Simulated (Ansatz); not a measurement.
# Te2Mo (single layer cut from the bulk crystal) (one layer): Fermi surface or band edges

Is Te2Mo (single layer cut from the bulk crystal) (one layer) a metal, and what do its states look like over the zone? Levels and slopes are computed on a dense mesh; the geometry is as given.

Program: Ansatz 0.2.0. Level of theory: DFT PBE, spin-orbit coupling, plane waves, PAW; levels and slopes on a dense k mesh at the converged density. These are calculated values, not measurements.

### 1 Starting point

Symmetry: P-6m2, No. 187, hexagonal system. The conventional cell has a = 3.562 Å, b = 3.562 Å, c = 16.579 Å, α = 90.00°, β = 90.00°, γ = 120.00°. Around Te (site symmetry 3m) lie 3 Mo at 2.73 Å. Around Mo (site symmetry -6m2) lie 6 Te at 2.73 Å.

Coordinates:

```xyz
3
Lattice="3.5624 0.0000 0.0000 -1.7812 3.0851 0.0000 0.0000 0.0000 16.5790" Properties=species:S:1:pos:R:3 pbc="T T T"
Te    0.0000    2.0568    6.5005
Te    0.0000    2.0568   10.0785
Mo    0.0000    0.0000    8.2895
```

The structure comes from the Materials Project (structure only) and is not relaxed.

### 2 Self-consistency and the dense mesh

Input file input.yaml:

```yaml
crystal:
  lattice:
    - [3.56241854, 0.0, 0.0]
    - [-1.78120927, 3.08514496, 0.0]
    - [0.0, 0.0, 16.57897354]
  atoms:
    - { symbol: Te, position: [0.33333333, 0.66666667, 0.39209148] }
    - { symbol: Te, position: [0.33333333, 0.66666667, 0.60790852] }
    - { symbol: Mo, position: [0.0, 0.0, 0.5] }
basis:
  ecutwfc: 420
kpoints:
  mp_grid: { grid: [24, 24, 1] }
hamiltonian:
  xc: pbe
scf:
  occupations: { method: gaussian, width: 0.05 }
output:
  forces: true
  eigenvalues: true
  eigenstates:
    nscf_kmesh: { grid: [42, 42, 1] }
    top_band: c12
    de_dk: true
    localisation: true
checkpoint:
  write: ck
  compress: false
  write_wavefunctions: false
  write_every: 100000
magnetization:
  noncollinear: true
  spin_orbit: true
```

On the command line:

```
ansatz run input.yaml --threads 1 --pin off --max-ram 3072MiB --backend cpu --events-out ev --progress --plain --runs-dir out
```

What does the calculation give? Wanted: gap; valence top; conduction bottom.

As calculated:

| quantity | value |
| --- | --- |
| gap | 0.91 eV, direct |
| valence top | two equivalent maxima at K, mass 0.57 mₑ in all directions |
| conduction bottom | two equivalent minima at K, mass 0.46 mₑ in all directions |

What this shows: The gap is direct, 0.91 eV at this level of theory, which underestimates gaps. Band 45 (valence band): the spin expectation value has a mean length of 0.7, almost wholly out of the plane; its out-of-plane part is −1.0 at the labelled K point and +1.0 at the opposite point, so spin is locked to the valley.
